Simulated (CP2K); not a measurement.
As:

```
As
1.0
     2.99871    0.00000    0.00000
    -0.15836    2.59337    0.00000
     0.58808    0.54155    2.45549
As
1
Cartesian
  1.7142 1.5675 1.2277
```

Program: CP2K 2026.2. Alike in all runs: potentials or basis POTENTIAL_UZH As GTH-PBE-q5; TZVP-MOLOPT-PBE-GTH basis; no spin polarisation; cell as given; k mesh 9 × 10 × 11; smearing fermi-dirac 0.05 eV.

**Question.** Order these runs on this cell by their pressure, lowest first.
A. level PBE
B. level BLYP
C. level LDA; points a segment of the path (NPOINTS) 10; bands added on the path 6

**Answer.** C (6.6 GPa), A (8.3 GPa), B (15.0 GPa).

Caveats: the basis of atomic orbitals isn't converged, which shifts pressures, moduli and gaps; the potentials were made for another functional, which shifts forces and pressure (some runs).
